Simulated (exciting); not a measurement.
# BN (F-43m) in exciting: a series of runs, part 2 of 2

exciting (release sodium). The steps go on from the part before.

## 3. Band structure, PBEsol

The input, input.xml:

```xml
<input>
  <title>BN</title>
  <structure speciespath="./" tshift="false">
    <crystal scale="1">
      <basevect>0.000000000000 3.426075353673 3.426075353673</basevect>
      <basevect>3.426075353673 0.000000000000 3.426075353673</basevect>
      <basevect>3.426075353673 3.426075353673 0.000000000000</basevect>
    </crystal>
    <species speciesfile="N.xml" rmt="1.38">
      <atom coord="0.250000000000 0.250000000000 0.250000000000"/>
    </species>
    <species speciesfile="B.xml" rmt="1.38">
      <atom coord="0.000000000000 0.000000000000 0.000000000000"/>
    </species>
  </structure>
  <groundstate do="fromscratch" ngridk="13 13 13" rgkmax="7.5" gmaxvr="15" lmaxapw="10" lmaxmat="10" lmaxvr="8" xctype="GGA_PBE_SOL" stype="Fermi Dirac" swidth="0.00183747" nempty="10" ValenceRelativity="iora*" epsengy="1e-05" epspot="1e-05" maxscl="60" outputlevel="normal"/>
  <properties>
    <bandstructure>
      <plot1d>
        <path steps="80">
          <point coord="0 0 0" label="G"/>
          <point coord="0.5 0 0.5" label="X"/>
          <point coord="0.5 0.25 0.75" label="W"/>
          <point coord="0.375 0.375 0.75" label="K"/>
          <point coord="0 0 0" label="G"/>
          <point coord="0.5 0.5 0.5" label="L"/>
          <point coord="0.625 0.25 0.625" label="U"/>
          <point coord="0.5 0.25 0.75" label="W"/>
          <point coord="0.5 0.5 0.5" label="L"/>
          <point coord="0.375 0.375 0.75" label="K" breakafter="true"/>
          <point coord="0.625 0.25 0.625" label="U"/>
          <point coord="0.5 0 0.5" label="X"/>
        </path>
      </plot1d>
    </bandstructure>
  </properties>
</input>
```

Potentials or basis: all-electron LAPW+lo, shipped species files, valence relativity iora*.

Run with:

```
OMP_NUM_THREADS=1 exciting_smp
```

It took 2.2 min on 1 thread of Arm Neoverse V2, shared host; peak memory 0.12 GiB.

Results (log left out):

```
Free energy                                       : -2160.2435 eV
Band gap on the k mesh                            : 4.35 eV, indirect (least direct gap 8.72 eV)
Band gap along the path                           : 4.28 eV, indirect (least direct gap 8.72 eV)
All electrons inside the program's atomic spheres : N 5.39; B 3.12 (radii N 1.38, B 1.38 bohr)
```

Levels at the corners of the path, in eV from the valence-band top:
```tsv
point	band 1	band 2	band 3	band 4	band 5	band 6	band 7	band 8
Γ	-20.14	0.00	0.00	0.00	8.72	8.72	8.72	10.12
X	-14.56	-8.90	-4.89	-4.89	4.28	9.04	17.76	17.76
W	-14.24	-7.56	-6.98	-6.52	9.41	13.15	14.28	14.52
K	-14.47	-8.11	-7.68	-4.07	6.73	12.69	15.68	16.51
Γ	-20.14	0.00	0.00	0.00	8.72	8.72	8.72	10.12
L	-15.92	-10.69	-1.93	-1.93	9.98	10.58	10.58	15.01
U	-14.47	-8.11	-7.68	-4.07	6.73	12.69	15.68	16.51
W	-14.24	-7.56	-6.98	-6.52	9.41	13.15	14.28	14.52
L	-15.92	-10.69	-1.93	-1.93	9.98	10.58	10.58	15.01
K	-14.47	-8.11	-7.68	-4.07	6.73	12.69	15.68	16.51
U	-14.47	-8.11	-7.68	-4.07	6.73	12.69	15.68	16.51
X	-14.56	-8.90	-4.89	-4.89	4.28	9.04	17.76	17.76
```

## 4. Band structure, RPBE

Changes to input.xml since step 3:

```diff
@@ -15,3 +15,5 @@
   </structure>
-  <groundstate do="fromscratch" ngridk="13 13 13" rgkmax="7.5" gmaxvr="15" lmaxapw="10" lmaxmat="10" lmaxvr="8" xctype="GGA_PBE_SOL" stype="Fermi Dirac" swidth="0.00183747" nempty="10" ValenceRelativity="iora*" epsengy="1e-05" epspot="1e-05" maxscl="60" outputlevel="normal"/>
+  <groundstate do="fromscratch" ngridk="13 13 13" rgkmax="7.5" gmaxvr="15" lmaxapw="10" lmaxmat="10" lmaxvr="8" stype="Fermi Dirac" swidth="0.00183747" nempty="10" ValenceRelativity="iora*" epsengy="1e-05" epspot="1e-05" maxscl="60" outputlevel="high">
+    <libxc exchange="XC_GGA_X_RPBE" correlation="XC_GGA_C_PBE"/>
+  </groundstate>
   <properties>
@@ -35,2 +37,3 @@
     </bandstructure>
+    <dos nwdos="300" winddos="-0.6 0.5" inttype="tetra" ngrdos="100" nsmdos="1"/>
   </properties>
```

Run with:

```
OMP_NUM_THREADS=1 exciting_smp
```

It took 2 min on 1 thread of Arm Neoverse V2, shared host; peak memory 0.12 GiB.

It converged, with:

```
Free energy                                       : -2171.1759 eV
Band gap on the k mesh                            : 4.57 eV, indirect (least direct gap 8.85 eV)
Band gap along the path                           : 4.50 eV, indirect (least direct gap 8.85 eV)
All electrons inside the program's atomic spheres : N 5.40; B 3.12 (radii N 1.38, B 1.38 bohr)
```

Levels at the corners of the path, in eV from the valence-band top:
```
point  band 1  band 2  band 3  band 4  band 5  band 6  band 7  band 8
    Γ  -20.19    0.00    0.00    0.00    8.85    8.85    8.85   10.21
    X  -14.68   -8.88   -4.86   -4.86    4.50    9.22   17.94   17.94
    W  -14.39   -7.58   -6.88   -6.43    9.63   13.27   14.56   14.57
    K  -14.61   -8.10   -7.57   -4.04    6.94   12.85   15.83   16.66
    Γ  -20.19    0.00    0.00    0.00    8.85    8.85    8.85   10.21
    L  -16.04  -10.61   -1.92   -1.92   10.03   10.72   10.72   15.29
    U  -14.61   -8.10   -7.57   -4.04    6.94   12.85   15.83   16.66
    W  -14.39   -7.58   -6.88   -6.43    9.63   13.27   14.56   14.57
    L  -16.04  -10.61   -1.92   -1.92   10.03   10.72   10.72   15.29
    K  -14.61   -8.10   -7.57   -4.04    6.94   12.85   15.83   16.66
    U  -14.61   -8.10   -7.57   -4.04    6.94   12.85   15.83   16.66
    X  -14.68   -8.88   -4.86   -4.86    4.50    9.22   17.94   17.94
```

States per cell in windows of 0.5 eV (zero at the valence-band top; states under -8 eV left out):
| from (eV) | total |
| --- | --- |
| -8.0 | 0.22 |
| -7.5 | 0.20 |
| -7.0 | 0.26 |
| -6.5 | 0.27 |
| -6.0 | 0.32 |
| -5.5 | 0.36 |
| -5.0 | 0.45 |
| -4.5 | 0.44 |
| -4.0 | 0.43 |
| -3.5 | 0.42 |
| -3.0 | 0.41 |
| -2.5 | 0.41 |
| -2.0 | 0.30 |
| -1.5 | 0.19 |
| -1.0 | 0.13 |
| -0.5 | 0.06 |
| 0.0 | 0.00 |
| 0.5 | 0.00 |
| 1.0 | 0.00 |
| 1.5 | 0.00 |
| 2.0 | 0.00 |
| 2.5 | 0.00 |
| 3.0 | 0.00 |
| 3.5 | 0.00 |
| 4.0 | 0.00 |
| 4.5 | 0.02 |
| 5.0 | 0.04 |
| 5.5 | 0.06 |
| 6.0 | 0.08 |
| 6.5 | 0.11 |
| 7.0 | 0.13 |
| 7.5 | 0.17 |

## 5. Band structure, revPBE

Changes to input.xml since step 4:

```diff
@@ -15,5 +15,3 @@
   </structure>
-  <groundstate do="fromscratch" ngridk="13 13 13" rgkmax="7.5" gmaxvr="15" lmaxapw="10" lmaxmat="10" lmaxvr="8" stype="Fermi Dirac" swidth="0.00183747" nempty="10" ValenceRelativity="iora*" epsengy="1e-05" epspot="1e-05" maxscl="60" outputlevel="high">
-    <libxc exchange="XC_GGA_X_RPBE" correlation="XC_GGA_C_PBE"/>
-  </groundstate>
+  <groundstate do="fromscratch" ngridk="13 13 13" rgkmax="7.5" gmaxvr="15" lmaxapw="10" lmaxmat="10" lmaxvr="8" xctype="GGA_PBE_R" stype="Fermi Dirac" swidth="0.00183747" nempty="10" ValenceRelativity="iora*" epsengy="1e-05" epspot="1e-05" maxscl="60" outputlevel="high"/>
   <properties>
@@ -37,3 +35,32 @@
     </bandstructure>
-    <dos nwdos="300" winddos="-0.6 0.5" inttype="tetra" ngrdos="100" nsmdos="1"/>
+    <chargedensityplot>
+      <plot3d>
+        <box grid="13 13 13">
+          <origin coord="0 0 0"/>
+          <point coord="1 0 0"/>
+          <point coord="0 1 0"/>
+          <point coord="0 0 1"/>
+        </box>
+      </plot3d>
+    </chargedensityplot>
+    <elfplot>
+      <plot3d>
+        <box grid="13 13 13">
+          <origin coord="0 0 0"/>
+          <point coord="1 0 0"/>
+          <point coord="0 1 0"/>
+          <point coord="0 0 1"/>
+        </box>
+      </plot3d>
+    </elfplot>
+    <exccplot>
+      <plot3d>
+        <box grid="13 13 13">
+          <origin coord="0 0 0"/>
+          <point coord="1 0 0"/>
+          <point coord="0 1 0"/>
+          <point coord="0 0 1"/>
+        </box>
+      </plot3d>
+    </exccplot>
   </properties>
```

Run with:

```
OMP_NUM_THREADS=1 exciting_smp
```

Wall time 2.2 min (1 thread of Arm Neoverse V2, shared host); peak memory 0.12 GiB.

Results (log left out):

```
Free energy                                       : -2170.4905 eV
Band gap on the k mesh                            : 4.56 eV, indirect (least direct gap 8.83 eV)
Band gap along the path                           : 4.49 eV, indirect (least direct gap 8.83 eV)
All electrons inside the program's atomic spheres : N 5.40; B 3.12 (radii N 1.38, B 1.38 bohr)
```

Levels at the corners of the path, in eV from the valence-band top:
```tsv
point	band 1	band 2	band 3	band 4	band 5	band 6	band 7	band 8	band 9
Γ	-20.18	0.00	0.00	0.00	8.83	8.83	8.83	10.21	24.70
X	-14.66	-8.87	-4.86	-4.86	4.49	9.21	17.91	17.91	20.79
W	-14.37	-7.57	-6.89	-6.43	9.61	13.26	14.54	14.55	19.32
K	-14.59	-8.10	-7.58	-4.04	6.92	12.83	15.81	16.64	18.68
Γ	-20.18	0.00	0.00	0.00	8.83	8.83	8.83	10.21	24.70
L	-16.02	-10.61	-1.92	-1.92	10.03	10.71	10.71	15.27	23.49
U	-14.59	-8.10	-7.58	-4.04	6.92	12.83	15.81	16.64	18.68
W	-14.37	-7.57	-6.89	-6.43	9.61	13.26	14.54	14.55	19.32
L	-16.02	-10.61	-1.92	-1.92	10.03	10.71	10.71	15.27	23.49
K	-14.59	-8.10	-7.58	-4.04	6.92	12.83	15.81	16.64	18.68
U	-14.59	-8.10	-7.58	-4.04	6.92	12.83	15.81	16.64	18.68
X	-14.66	-8.87	-4.86	-4.86	4.49	9.21	17.91	17.91	20.79
```

## 6. Summary

```tsv
level	outputlevel	gap on the mesh (eV)
LDA	low	4.42
PBEsol	normal	4.35
RPBE	high	4.57
revPBE	high	4.56
```

Alike in all rows: task band structure; potentials or basis all-electron LAPW+lo, shipped species files, valence relativity iora*; no spin polarisation; cell as given; k mesh 13 × 13 × 13; smearing fermi-dirac 0.05 eV; rgkmax 7.5.

On the cell as given the gap runs from 4.28 eV (PBEsol) to 4.50 eV (RPBE).

Compare energies only between runs with the same functional and basis.

## 7. Against experiment

Step 2. Measured gap of BN: 6.4 eV (indirect; 300 K; a printed reference work, monograph). This calculation gives 4.34 eV (-2.06 eV). The value is that of LDA, without temperature or zero-point motion. Semilocal functionals fall short of measured gaps as a rule. The cell is a database's relaxed one, not the measured one, which moves gaps too.

Step 3. Measured gap of BN: 6.4 eV (indirect; 300 K; a printed reference work, monograph). This calculation gives 4.28 eV (-2.12 eV). The value is that of PBEsol, without temperature or zero-point motion. Semilocal functionals fall short of measured gaps as a rule. The cell is a database's relaxed one, not the measured one, which moves gaps too.

Step 4. Against the measured gap of BN, 6.4 eV (indirect; 300 K; a printed reference work, monograph), the calculated 4.50 eV is off by -1.90 eV. The value is that of RPBE, without temperature or zero-point motion. Semilocal functionals fall short of measured gaps as a rule. The cell is a database's relaxed one, not the measured one, which moves gaps too.

Step 5. Measured gap of BN: 6.4 eV (indirect; 300 K; a printed reference work, monograph). This calculation gives 4.49 eV (-1.91 eV). The value is that of revPBE, without temperature or zero-point motion. Semilocal functionals fall short of measured gaps as a rule. The cell is a database's relaxed one, not the measured one, which moves gaps too.
